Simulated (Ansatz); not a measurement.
Theory: DFT PBE, scalar-relativistic, plane waves, PAW (Ansatz 0.2.0). Settings: cutoff 420 eV, Γ-centred meshes spaced at most about 0.3 Å⁻¹, and about 0.25 Å⁻¹ or finer for metals (2π included), Gaussian smearing. No spin polarisation in the final relaxations.

These are static total energies at zero pressure. All come from trial cells, and lower structures may exist.

**Question.** These unrelaxed guesses for CdHg2Te3 are each relaxed within their symmetry. Order them by the energy at which they end, lowest first.
A.

```cif
data_structure
_symmetry_space_group_name_H-M 'I4/mmm'
_symmetry_Int_Tables_number 139
_cell_length_a 4.4087
_cell_length_b 4.4087
_cell_length_c 18.7044
_cell_angle_alpha 90.000
_cell_angle_beta 90.000
_cell_angle_gamma 90.000
_cell_volume 363.55
loop_
_atom_site_label
_atom_site_type_symbol
_atom_site_symmetry_multiplicity
_atom_site_Wyckoff_symbol
_atom_site_fract_x
_atom_site_fract_y
_atom_site_fract_z
_atom_site_occupancy
Cd1 Cd 2 b 0.50000 0.50000 0.00000 1
Hg1 Hg 4 e 0.50000 0.50000 0.33333 1
Te1 Te 4 e 0.50000 0.50000 0.16667 1
Te2 Te 2 a 0.00000 0.00000 0.00000 1
```

B.

```cif
data_structure
_symmetry_space_group_name_H-M 'C2'
_symmetry_Int_Tables_number 5
_cell_length_a 7.8763
_cell_length_b 4.5474
_cell_length_c 10.1501
_cell_angle_alpha 90.000
_cell_angle_beta 90.000
_cell_angle_gamma 90.000
_cell_volume 363.55
loop_
_atom_site_label
_atom_site_type_symbol
_atom_site_symmetry_multiplicity
_atom_site_Wyckoff_symbol
_atom_site_fract_x
_atom_site_fract_y
_atom_site_fract_z
_atom_site_occupancy
Cd1 Cd 2 b 0.00000 0.68832 0.50000 1
Hg1 Hg 4 c 0.84416 0.15584 0.83333 1
Te1 Te 4 c 0.75686 0.24314 0.33333 1
Te2 Te 2 a 0.00000 0.51372 0.00000 1
```

C.

```cif
data_structure
_symmetry_space_group_name_H-M 'P6_3mc'
_symmetry_Int_Tables_number 186
_cell_length_a 4.4016
_cell_length_b 4.4016
_cell_length_c 21.6671
_cell_angle_alpha 90.000
_cell_angle_beta 90.000
_cell_angle_gamma 120.000
_cell_volume 363.55
loop_
_atom_site_label
_atom_site_type_symbol
_atom_site_symmetry_multiplicity
_atom_site_Wyckoff_symbol
_atom_site_fract_x
_atom_site_fract_y
_atom_site_fract_z
_atom_site_occupancy
Cd1 Cd 2 b 0.33333 0.66667 0.00012 1
Hg1 Hg 2 b 0.33333 0.66667 0.33345 1
Hg2 Hg 2 b 0.33333 0.66667 0.66679 1
Te1 Te 2 b 0.33333 0.66667 0.12488 1
Te2 Te 2 b 0.33333 0.66667 0.45821 1
Te3 Te 2 b 0.33333 0.66667 0.79155 1
```

**Answer.** C (ends in P6_3mc, 0 meV/atom), B (ends in C2, 63 meV/atom), A (ends in I4/mmm, 154 meV/atom).

These runs have no spin–orbit coupling, which can matter for Hg and Te. With atoms moved at random, C2 came back. Other cells relaxed within their symmetry can be saddle points. Some types were kept out of the candidates beforehand, so the set may lack a known form.
